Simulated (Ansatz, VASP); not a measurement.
# WC (Qusongite) in VASP and in Ansatz

```
W C
1.0
     2.99370    0.00000    0.00000
    -1.49685    2.59262    0.00000
     0.00000    0.00000    2.67377
W C
1 1
Direct
  0.00000 0.00000 0.00000
  0.66667 0.33333 0.50000
```

Alike in both runs: task single point; functional PBE; k mesh 14 × 14 × 12; no spin polarisation.

|  | VASP | Ansatz |
| --- | --- | --- |
| version | VASP 6.6.1 | Ansatz 0.2.0 |
| potentials or method | VASP PAW PBE potentials, release 64 (W_sv, C) | plane waves, PAW |
| plane-wave cutoff (eV) | 520 | 520 |
| occupations | methfessel-paxton of order 1, width 0.1 eV | cold, width 0.1 eV |
| valence electrons in the cell | 18 | 18 |

```tsv
	VASP	Ansatz	Ansatz less VASP
pressure (GPa)	13.0	11.7	-1.26
largest component of the traceless stress (GPa)	44.76	44.36	-0.401
```

Spin-orbit coupling is left out, which matters for the levels of W.
